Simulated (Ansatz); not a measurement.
# Residual resistivity of an alloy: Mo(100) with 4 layers of random Mo-W, 2x2

How strongly does chemical disorder scatter in Mo(100) with 4 layers of random Mo-W, 2x2?

Main program and level: Ansatz 0.2.0; Ansatz plane-wave DFT, PBE, PAW files; ballistic transport by layer matching (Landauer), zero bias; PAW set soft_1.

## 1. The starting structure

The cell holds 56 atoms: 52 Mo and 4 W. Its edges and angles: a = 6.294 Å, b = 6.294 Å, c = 22.029 Å, α = 90.0°, β = 90.0°, γ = 90.0°. It derives from Mo. Regions: lead, 40 atoms (40 Mo); scattering region, 16 atoms (4 W and 12 Mo). The structure is stacked along c, and the current runs across the ab planes.

## 2. With 4 alloy layers

In 4 layers a share of 0.25 of the sites is given to W at random. The layers about the cell's end stay perfect and serve as the lead. Disorder leaves little or no symmetry, which makes such runs dear. Energies from -0.05 to 0.05 eV in steps of 0.05 eV are too few for the program's thermal sum, so it prints no conductance; for a metal the transmission near the Fermi level serves, at a fraction of the cost.

input.yaml reads:

```yaml
crystal:
  lattice:
    - [6.294, 0.0, 0.0]
    - [0.0, 6.294, 0.0]
    - [0.0, 0.0, 22.029]
  atoms:
    - { symbol: Mo, position: [0.0, 0.0, 0.0357142857] }
    - { symbol: Mo, position: [0.0, 0.5, 0.0357142857] }
    - { symbol: Mo, position: [0.5, 0.0, 0.0357142857] }
    - { symbol: Mo, position: [0.5, 0.5, 0.0357142857] }
    - { symbol: Mo, position: [0.25, 0.25, 0.1071428571] }
    - { symbol: Mo, position: [0.25, 0.75, 0.1071428571] }
    - { symbol: Mo, position: [0.75, 0.25, 0.1071428571] }
    - { symbol: Mo, position: [0.75, 0.75, 0.1071428571] }
    - { symbol: Mo, position: [0.0, 0.0, 0.1785714286] }
    - { symbol: Mo, position: [0.0, 0.5, 0.1785714286] }
    - { symbol: Mo, position: [0.5, 0.0, 0.1785714286] }
    - { symbol: Mo, position: [0.5, 0.5, 0.1785714286] }
    - { symbol: Mo, position: [0.25, 0.25, 0.25] }
    - { symbol: Mo, position: [0.25, 0.75, 0.25] }
    - { symbol: Mo, position: [0.75, 0.25, 0.25] }
    - { symbol: Mo, position: [0.75, 0.75, 0.25] }
    - { symbol: Mo, position: [0.0, 0.0, 0.3214285714] }
    - { symbol: Mo, position: [0.0, 0.5, 0.3214285714] }
    - { symbol: Mo, position: [0.5, 0.0, 0.3214285714] }
    - { symbol: Mo, position: [0.5, 0.5, 0.3214285714] }
    - { symbol: W, position: [0.25, 0.25, 0.3928571429] }
    - { symbol: Mo, position: [0.25, 0.75, 0.3928571429] }
    - { symbol: Mo, position: [0.75, 0.25, 0.3928571429] }
    - { symbol: Mo, position: [0.75, 0.75, 0.3928571429] }
    - { symbol: Mo, position: [0.0, 0.0, 0.4642857143] }
    - { symbol: Mo, position: [0.0, 0.5, 0.4642857143] }
    - { symbol: W, position: [0.5, 0.0, 0.4642857143] }
    - { symbol: Mo, position: [0.5, 0.5, 0.4642857143] }
    - { symbol: Mo, position: [0.25, 0.25, 0.5357142857] }
    - { symbol: Mo, position: [0.25, 0.75, 0.5357142857] }
    - { symbol: Mo, position: [0.75, 0.25, 0.5357142857] }
    - { symbol: Mo, position: [0.75, 0.75, 0.5357142857] }
    - { symbol: W, position: [0.0, 0.0, 0.6071428571] }
    - { symbol: Mo, position: [0.0, 0.5, 0.6071428571] }
    - { symbol: Mo, position: [0.5, 0.0, 0.6071428571] }
    - { symbol: W, position: [0.5, 0.5, 0.6071428571] }
    - { symbol: Mo, position: [0.25, 0.25, 0.6785714286] }
    - { symbol: Mo, position: [0.25, 0.75, 0.6785714286] }
    - { symbol: Mo, position: [0.75, 0.25, 0.6785714286] }
    - { symbol: Mo, position: [0.75, 0.75, 0.6785714286] }
    - { symbol: Mo, position: [0.0, 0.0, 0.75] }
    - { symbol: Mo, position: [0.0, 0.5, 0.75] }
    - { symbol: Mo, position: [0.5, 0.0, 0.75] }
    - { symbol: Mo, position: [0.5, 0.5, 0.75] }
    - { symbol: Mo, position: [0.25, 0.25, 0.8214285714] }
    - { symbol: Mo, position: [0.25, 0.75, 0.8214285714] }
    - { symbol: Mo, position: [0.75, 0.25, 0.8214285714] }
    - { symbol: Mo, position: [0.75, 0.75, 0.8214285714] }
    - { symbol: Mo, position: [0.0, 0.0, 0.8928571429] }
    - { symbol: Mo, position: [0.0, 0.5, 0.8928571429] }
    - { symbol: Mo, position: [0.5, 0.0, 0.8928571429] }
    - { symbol: Mo, position: [0.5, 0.5, 0.8928571429] }
    - { symbol: Mo, position: [0.25, 0.25, 0.9642857143] }
    - { symbol: Mo, position: [0.25, 0.75, 0.9642857143] }
    - { symbol: Mo, position: [0.75, 0.25, 0.9642857143] }
    - { symbol: Mo, position: [0.75, 0.75, 0.9642857143] }
kpoints:
  mp_grid: { grid: [4, 4, 1] }
hamiltonian:
  xc: pbe
  pseudopotentials: { kind: paw, azcp: { folder: soft_1 } }
scf:
  occupations: { method: fermi_dirac, width: 0.1 }
output:
  transmission: { leads: [[0, 4]], kmesh: [8, 8], e_range: [-0.05, 0.05], de: 0.05 }
  write_potential: true
  write_density: true
  volumetric_format: npy
```

Run with:

```
$ ansatz run input.yaml --threads 4 --pin off --max-ram 15360MiB --backend cpu --events-out ev --progress --plain --runs-dir out
```

Numbers of over 12 decimals in the logs are rounded to 6 here.

The log of the run:

```text
Engine: ansatz 0.2.0, aarch64-unknown-linux-gnu
Pseudopotentials: kind: paw
Pseudopotential: Mo, paw, valence charge 14, recommended cutoff 420 eV (normal), soft_1/Mo.paw.azcp
Pseudopotential: W, paw, valence charge 14, recommended cutoff 420 eV (normal), soft_1/W.paw.azcp
Functional definition: PBE
  parameter kappa = 0.804
  parameter beta = 0.066725
  exchange = pbe_x(kappa = kappa, mu = beta*pi^2/3)
  correlation = pbe_c(beta = beta)
Crystal: 56 atoms, lattice volume = 872.666 Å³
Basis set: ecut = 420 eV, 17109 PW (Γ)
Bands: 471, of which v1, the nominal top of the filled ones, is band 392 counted from 1 (391 counted from 0)
Symmetry: 2 space group operations
Space group: Cm (ITA 8), of the structure as read, at distance tolerance 9.6e-5 Å
k-points: 7 of 16 (time reversal used)
Non-local potential: Mo, projectors of the file, l = 0: 3, l = 1: 2, l = 2: 2, l = 3: 1
Non-local potential: W, projectors of the file, l = 0: 3, l = 1: 2, l = 2: 2, l = 3: 1
PAW form: soft (Blöchl's): semilocal exchange-correlation on the pseudo side does not see the compensation charge
PAW one-centre angular grid: Mo, 590 points (default); XC on 64 Gauss nodes
PAW one-centre angular grid: W, 590 points (default); XC on 64 Gauss nodes
Initial density: superposition of atomic densities (chi_scale 0.1, normalization cell, long waves 47 % of neutral atoms (reshape's long-wave potential 1.47 eV rms, cloud 3.16 Å wide))
Initial wavefunctions: pseudopotential atomic-orbital guess
Functional: x = pbe(κ = 0.804, μ = 0.219515), c = pbe(β = 0.066725)
SCF iter   1: F=—  HF=-299302.867460 eV  |F-HF|=—  |Δ(HF+E_count)|=         —  Δρ=1.08e-1  dr2=1.08e3  ethr=3.10e-3  ⟨swp⟩=5.0  Hψ=12398  notcnv=0
preconditioner: auto → Kerker (q_TF=auto, 2.680 Å⁻¹)  [metal: Δε(μ)=0.050 eV  Ē_g=4.634 eV  σ=0.100 eV  W_gap=0.12  n_scr=286 (ndim 8)  ℏωp=23.0 eV  f_vac=0.000  D(μ)=35.42/eV (n_scr^D=294)]
SCF iter   2: F=—  HF=-299272.803506 eV  |F-HF|=—  |Δ(HF+E_count)|=    3.01e1  Δρ=6.21e-2  dr2=4.90e2  ethr=3.10e-3  ⟨swp⟩=2.3  Hψ=5971  notcnv=0
SCF iter   3: F=—  HF=-299259.078583 eV  |F-HF|=—  |Δ(HF+E_count)|=    1.37e1  Δρ=9.99e-3  dr2=3.94e0  ethr=3.10e-3  ⟨swp⟩=3.3  Hψ=10266  notcnv=0
SCF iter   4: F=—  HF=-299258.797281 eV  |F-HF|=—  |Δ(HF+E_count)|=   2.81e-1  Δρ=2.40e-3  dr2=2.15e0  ethr=5.02e-4  ⟨swp⟩=3.1  Hψ=5689  notcnv=0
SCF iter   5: F=—  HF=-299258.770643 eV  |F-HF|=—  |Δ(HF+E_count)|=   2.66e-2  Δρ=8.73e-4  dr2=5.62e-3  ethr=2.75e-4  ⟨swp⟩=1.1  Hψ=3375  notcnv=0
SCF iter   6: F=—  HF=-299258.770089 eV  |F-HF|=—  |Δ(HF+E_count)|=   5.54e-4  Δρ=1.51e-4  dr2=5.50e-4  ethr=7.17e-7  ⟨swp⟩=2.0  Hψ=4430  notcnv=0
SCF iter   7: F=—  HF=-299258.770076 eV  |F-HF|=—  |Δ(HF+E_count)|=   1.29e-5  Δρ=2.67e-5  dr2=1.22e-5  ethr=7.01e-8  ⟨swp⟩=1.0  Hψ=3297  notcnv=0
SCF iter   8: F=—  HF=-299258.769179 eV  |F-HF|=—  |Δ(HF+E_count)|=   8.97e-4  Δρ=5.70e-6  dr2=9.77e-7  ethr=1.56e-9  ⟨swp⟩=2.0  Hψ=4448  notcnv=0
SCF iter   9: F=-299258.769179 eV  HF=-299258.769179 eV  |F-HF|=1.50e-8  |Δ(HF+E_count)|=   1.97e-8  Δρ=7.76e-7  dr2=1.78e-8  ethr=1.28e-11  ⟨swp⟩=7.3  Hψ=8591  notcnv=0
SCF 1 converged in 9 iterations: F = -299258.769179 eV  dr2 = 1.78e-8
  greatest PAW one-centre occupation: 0.999 electrons in one spin orbital (limit 2), on the W atom at site 35 (counted from 0), in its partial waves of l = 0
transmission: 90 of 882 steps passed
transmission: 177 of 882 steps passed
[...]
transmission: 882 of 882 steps passed
SCF converged after 9 iterations
Free energy (F): -299258.769179 eV
Harris-Foulkes:  -299258.769179 eV  (|F-HF|=1.50e-8)
Internal energy: -299257.340266 eV  (E = F + TS)
E sigma→0 (E₀):  -299258.054722 eV
Entropy (-TS):   -1.428913 eV (-25.516 meV/atom)
Fermi energy:    21.315420 eV
--- Per-component energies (eV) ---
  E_band       = -3128.928879
  E_kinetic    = 23663.284204
  E_local      = -42053.927992  (includes V_loc(G=0)·N_el)
  E_nonlocal   = 7597.955852
  E_hartree    = 14495.084854
  E_xc         = -10247.837613
  E_vxc        = -12367.979013  (∫ρ·V_xc dr)
  E_paw        = -201326.027462  (= ΣΔE_a)
  E_vpaw       = -8958.441490  (= ΣTr[D̂ρ^β])
  E_aug_tail   = 0.003048  (compensation charges beyond the density's cutoff)
  E_ewald      = -91385.875156
  E_smearing   = -1.428913  (= −TS)
  E_closure    = -0.000000  (closes the sum)
  Σ components = -299258.769179   (vs F -299258.769179, Δ=0.00e0)
--- Band table (eV; the first three rows and the last of 7) ---
  k-point 0: bands = [... 388 lower, 21.2851, 21.2938, 21.2945, 21.3027, 21.3209, 21.3286, 21.3385, 21.3469, ... 75 higher]
  k-point 1: bands = [... 388 lower, 21.3205, 21.3220, 21.3413, 21.3693, 21.3708, 21.4334, 21.4481, 21.4504, ... 75 higher]
  k-point 2: bands = [... 388 lower, 21.3634, 21.3765, 21.4151, 21.4234, 21.4348, 21.4437, 21.4476, 21.4699, ... 75 higher]
  k-point 6: bands = [... 388 lower, 20.4941, 20.5063, 20.5066, 20.5189, 21.5576, 21.5832, 21.5845, 21.6086, ... 75 higher]
--- Transmission ---
  basis      : 349 plane waves across, 42 finite elements along
  points     : 21, standing for a mesh of 8 x 8
  energies   : 3 from -0.050000 to 0.050000 eV about the Fermi level, 0.050000 eV apart; the leads are filled to 0.000000 eV, and channels, transmission and decay are at 0.000000 eV
  crystal 0  : Mo4, at the sites [0, 4], period 1.5735 Å, over 15.73 Å; its Hamiltonian steps by up to 2.8 meV
    offset         : up to 0.0000 Å between an atom of the period and one for which it stands
    channels       : 6.781250e0 a spin
    conductance    : none, the energies end too early or step too widely for 300 K: set another output.transmission.e_range or a lower de, or, where they end at an eighth of basis.ecutwfc, a higher one
    slowest decay  : 0.0516 /Å at (0.5000, 0.3750)
  junction   : crystal 0 to crystal 0, 0.70 to 21.15 Å
    transmission   : 6.495711e0 a spin
    conductance    : none, the energies end too early or step too widely for 300 K: set another output.transmission.e_range or a lower de, or, where they end at an eighth of basis.ecutwfc, a higher one
```

Run time: 6.2 min. Hardware: 4 threads of Arm Neoverse V2, shared host; peak memory 7.5 GiB.

In the SCF lines HF is the Harris–Foulkes energy and dr2 the Hartree energy of the density residual, in eV; the loop may stop once dr2 is under the threshold and the program's other checks hold. Hψ counts applications of the Hamiltonian.

Numbers from this step:

```
free energy                                    : -299258.7692 eV
energy at zero smearing                        : -299258.0547 eV
Fermi energy                                   : 21.32 eV
cell area                                      : 39.61 Å²
transmission per spin nearest the Fermi level  : 6.496
open channels per spin nearest the Fermi level : 6.781
step of the lead's potential                   : 2.8 meV
```

Per spin. Transmission, zone mean against energy, zero at the Fermi level:

| energy (eV) | transmission, zone mean |
| --- | --- |
| -0.0500 | 6.26 |
| 0.0000 | 6.50 |
| 0.0500 | 6.54 |

Per spin. The open channels, zone mean, lead by energy, zero at the Fermi level:

| energy (eV) | open channels, zone mean, lead |
| --- | --- |
| -0.0500 | 6.59 |
| 0.0000 | 6.78 |
| 0.0500 | 6.91 |

Transmission over k1 and k2. At 0.0000 eV from the Fermi level.

Values, 8 rows by 8 columns:
```
 0.0  1.0  2.0  5.0  6.6  5.0  2.0  1.0
 3.9  2.0  5.6 11.1 13.9 11.2  5.5  2.0
 4.0  5.0 11.1 13.7 13.7 13.7 11.2  5.0
 4.0  6.6 13.9 13.7 13.8 13.7 13.9  6.6
 4.0  5.0 11.2 13.7 13.7 13.7 11.1  5.0
 3.9  2.0  5.5 11.2 13.9 11.1  5.6  2.0
 0.0  1.0  2.0  5.0  6.6  5.0  2.0  1.0
 0.0  0.0  3.9  4.0  4.0  4.0  3.9  0.0
```
Columns: k1 (b1) from -0.5 to 0.375; rows upwards: k2 (b2) from -0.5 to 0.375.

Open channels over k1 and k2. At 0.0000 eV from the Fermi level.

Ten even steps from '0' (0.0) to '9' (15.0):
```
00134310
21489841
23899983
24999994
23899983
21489841
00134310
00222220
```
Columns: k1 (b1) from -0.5 to 0.375; rows upwards: k2 (b2) from -0.5 to 0.375.

Over the solved energies the transmission per spin lies between 6.26 and 6.54, out of 6.76 channels of the lead on average (up to 6.91).

## 3. With 8 alloy layers

In 8 layers a share of 0.25 of the sites is given to W at random. A fresh draw is used; the growth of the resistance with length is what counts.

System of this step: Mo(100) with 8 layers of random Mo-W, 2x2. The cell holds 72 atoms: 64 Mo and 8 W. Its edges and angles: a = 6.294 Å, b = 6.294 Å, c = 28.323 Å, α = 90.0°, β = 90.0°, γ = 90.0°. It derives from Mo. Regions: lead, 40 atoms (40 Mo); scattering region, 32 atoms (24 Mo and 8 W). The structure is stacked along c, and the current runs across the ab planes.

input.yaml reads:

```yaml
crystal:
  lattice:
    - [6.294, 0.0, 0.0]
    - [0.0, 6.294, 0.0]
    - [0.0, 0.0, 28.323]
  atoms:
    - { symbol: Mo, position: [0.0, 0.0, 0.0277777778] }
    - { symbol: Mo, position: [0.0, 0.5, 0.0277777778] }
    - { symbol: Mo, position: [0.5, 0.0, 0.0277777778] }
    - { symbol: Mo, position: [0.5, 0.5, 0.0277777778] }
    - { symbol: Mo, position: [0.25, 0.25, 0.0833333333] }
    - { symbol: Mo, position: [0.25, 0.75, 0.0833333333] }
    - { symbol: Mo, position: [0.75, 0.25, 0.0833333333] }
    - { symbol: Mo, position: [0.75, 0.75, 0.0833333333] }
    - { symbol: Mo, position: [0.0, 0.0, 0.1388888889] }
    - { symbol: Mo, position: [0.0, 0.5, 0.1388888889] }
    - { symbol: Mo, position: [0.5, 0.0, 0.1388888889] }
    - { symbol: Mo, position: [0.5, 0.5, 0.1388888889] }
    - { symbol: Mo, position: [0.25, 0.25, 0.1944444444] }
    - { symbol: Mo, position: [0.25, 0.75, 0.1944444444] }
    - { symbol: Mo, position: [0.75, 0.25, 0.1944444444] }
    - { symbol: Mo, position: [0.75, 0.75, 0.1944444444] }
    - { symbol: Mo, position: [0.0, 0.0, 0.25] }
    - { symbol: Mo, position: [0.0, 0.5, 0.25] }
    - { symbol: Mo, position: [0.5, 0.0, 0.25] }
    - { symbol: Mo, position: [0.5, 0.5, 0.25] }
    - { symbol: Mo, position: [0.25, 0.25, 0.3055555556] }
    - { symbol: Mo, position: [0.25, 0.75, 0.3055555556] }
    - { symbol: Mo, position: [0.75, 0.25, 0.3055555556] }
    - { symbol: Mo, position: [0.75, 0.75, 0.3055555556] }
    - { symbol: Mo, position: [0.0, 0.0, 0.3611111111] }
    - { symbol: Mo, position: [0.0, 0.5, 0.3611111111] }
    - { symbol: Mo, position: [0.5, 0.0, 0.3611111111] }
    - { symbol: Mo, position: [0.5, 0.5, 0.3611111111] }
    - { symbol: Mo, position: [0.25, 0.25, 0.4166666667] }
    - { symbol: W, position: [0.25, 0.75, 0.4166666667] }
    - { symbol: Mo, position: [0.75, 0.25, 0.4166666667] }
    - { symbol: Mo, position: [0.75, 0.75, 0.4166666667] }
    - { symbol: W, position: [0.0, 0.0, 0.4722222222] }
    - { symbol: Mo, position: [0.0, 0.5, 0.4722222222] }
    - { symbol: Mo, position: [0.5, 0.0, 0.4722222222] }
    - { symbol: W, position: [0.5, 0.5, 0.4722222222] }
    - { symbol: W, position: [0.25, 0.25, 0.5277777778] }
    - { symbol: Mo, position: [0.25, 0.75, 0.5277777778] }
    - { symbol: Mo, position: [0.75, 0.25, 0.5277777778] }
    - { symbol: Mo, position: [0.75, 0.75, 0.5277777778] }
    - { symbol: Mo, position: [0.0, 0.0, 0.5833333333] }
    - { symbol: Mo, position: [0.0, 0.5, 0.5833333333] }
    - { symbol: Mo, position: [0.5, 0.0, 0.5833333333] }
    - { symbol: Mo, position: [0.5, 0.5, 0.5833333333] }
    - { symbol: Mo, position: [0.25, 0.25, 0.6388888889] }
    - { symbol: W, position: [0.25, 0.75, 0.6388888889] }
    - { symbol: Mo, position: [0.75, 0.25, 0.6388888889] }
    - { symbol: Mo, position: [0.75, 0.75, 0.6388888889] }
    - { symbol: W, position: [0.0, 0.0, 0.6944444444] }
    - { symbol: Mo, position: [0.0, 0.5, 0.6944444444] }
    - { symbol: W, position: [0.5, 0.0, 0.6944444444] }
    - { symbol: W, position: [0.5, 0.5, 0.6944444444] }
    - { symbol: Mo, position: [0.25, 0.25, 0.75] }
    - { symbol: Mo, position: [0.25, 0.75, 0.75] }
    - { symbol: Mo, position: [0.75, 0.25, 0.75] }
    - { symbol: Mo, position: [0.75, 0.75, 0.75] }
    - { symbol: Mo, position: [0.0, 0.0, 0.8055555556] }
    - { symbol: Mo, position: [0.0, 0.5, 0.8055555556] }
    - { symbol: Mo, position: [0.5, 0.0, 0.8055555556] }
    - { symbol: Mo, position: [0.5, 0.5, 0.8055555556] }
    - { symbol: Mo, position: [0.25, 0.25, 0.8611111111] }
    - { symbol: Mo, position: [0.25, 0.75, 0.8611111111] }
    - { symbol: Mo, position: [0.75, 0.25, 0.8611111111] }
    - { symbol: Mo, position: [0.75, 0.75, 0.8611111111] }
    - { symbol: Mo, position: [0.0, 0.0, 0.9166666667] }
    - { symbol: Mo, position: [0.0, 0.5, 0.9166666667] }
    - { symbol: Mo, position: [0.5, 0.0, 0.9166666667] }
    - { symbol: Mo, position: [0.5, 0.5, 0.9166666667] }
    - { symbol: Mo, position: [0.25, 0.25, 0.9722222222] }
    - { symbol: Mo, position: [0.25, 0.75, 0.9722222222] }
    - { symbol: Mo, position: [0.75, 0.25, 0.9722222222] }
    - { symbol: Mo, position: [0.75, 0.75, 0.9722222222] }
kpoints:
  mp_grid: { grid: [4, 4, 1] }
hamiltonian:
  xc: pbe
  pseudopotentials: { kind: paw, azcp: { folder: soft_1 } }
scf:
  occupations: { method: fermi_dirac, width: 0.1 }
output:
  transmission: { leads: [[0, 4]], kmesh: [8, 8], e_range: [-0.05, 0.05], de: 0.05 }
  write_potential: true
  write_density: true
  volumetric_format: npy
```

The log of the run:

```text
[...]
Crystal: 72 atoms, lattice volume = 1122.000 Å³
Basis set: ecut = 420 eV, 21955 PW (Γ)
Bands: 605, of which v1, the nominal top of the filled ones, is band 504 counted from 1 (503 counted from 0)
Symmetry: 1 space group operations
[...]
k-points: 10 of 16 (time reversal used)
[...]
SCF iter   1: F=—  HF=-400316.752083 eV  |F-HF|=—  |Δ(HF+E_count)|=         —  Δρ=1.03e-1  dr2=1.25e2  ethr=3.10e-3  ⟨swp⟩=4.5  Hψ=22567  notcnv=0
[...]
SCF iter   9: F=-400275.316906 eV  HF=-400275.316906 eV  |F-HF|=1.17e-8  |Δ(HF+E_count)|=   1.36e-8  Δρ=5.53e-7  dr2=1.32e-8  ethr=9.92e-12  ⟨swp⟩=6.9  Hψ=13896  notcnv=0
SCF 1 converged in 9 iterations: F = -400275.316906 eV  dr2 = 1.32e-8
[...]
transmission: 192 of 1904 steps passed
transmission: 381 of 1904 steps passed
[...]
transmission: 1904 of 1904 steps passed
SCF converged after 9 iterations
Free energy (F): -400275.316906 eV
[...]
Internal energy: -400273.740925 eV  (E = F + TS)
E sigma→0 (E₀):  -400274.528915 eV
Entropy (-TS):   -1.575981 eV (-21.889 meV/atom)
Fermi energy:    21.302312 eV
[...]
--- Band table (eV; the first three rows and the last of 10) ---
  k-point 0: bands = [... 500 lower, 21.1409, 21.1546, 21.1560, 21.1608, 21.1628, 21.1790, 21.1841, 21.1865, ... 97 higher]
  k-point 1: bands = [... 500 lower, 21.2512, 21.2577, 21.3170, 21.3469, 21.3620, 21.3644, 21.3709, 21.3776, ... 97 higher]
  k-point 2: bands = [... 500 lower, 21.2339, 21.2396, 21.2467, 21.2530, 21.4345, 21.4451, 21.4853, 21.5031, ... 97 higher]
  k-point 9: bands = [... 500 lower, 20.5549, 20.5644, 20.5830, 20.5932, 21.6079, 21.6292, 21.6557, 21.6742, ... 97 higher]
--- Transmission ---
  basis      : 349 plane waves across, 56 finite elements along
  points     : 34, standing for a mesh of 8 x 8
[...]
channels       : 6.593750e0 a spin
[...]
slowest decay  : 0.0402 /Å at (0.5000, 0.3750)
  junction   : crystal 0 to crystal 0, 2.27 to 29.02 Å
    transmission   : 6.091530e0 a spin
[...]
```

Elapsed: 14 min, on 4 threads; peak memory 8.1 GiB.

Numbers from this step:

- free energy: -400275.3169 eV
- energy at zero smearing: -400274.5289 eV
- Fermi energy: 21.30 eV
- transmission per spin nearest the Fermi level: 6.092
- open channels per spin nearest the Fermi level: 6.594
- step of the lead's potential: 1.9 meV

Per spin. Transmission, zone mean against energy, zero at the Fermi level:

| energy (eV) | transmission, zone mean |
| --- | --- |
| -0.0500 | 6.08 |
| 0.0000 | 6.09 |
| 0.0500 | 6.04 |

Over the solved energies the transmission per spin lies between 6.04 and 6.09, out of 6.59 channels of the lead on average (up to 6.66).

(Part 1 of 2 ends here.)

[Logs are printed without paths, hosts, clocks, repeated set-up lines and the standing remarks that a program may print on its own settings, such as how far it seeks lower states.]

[Hosts, paths, dates, database ids (printed as entryN), source tags and the programs' standing remarks are cut or masked in the printed files.]
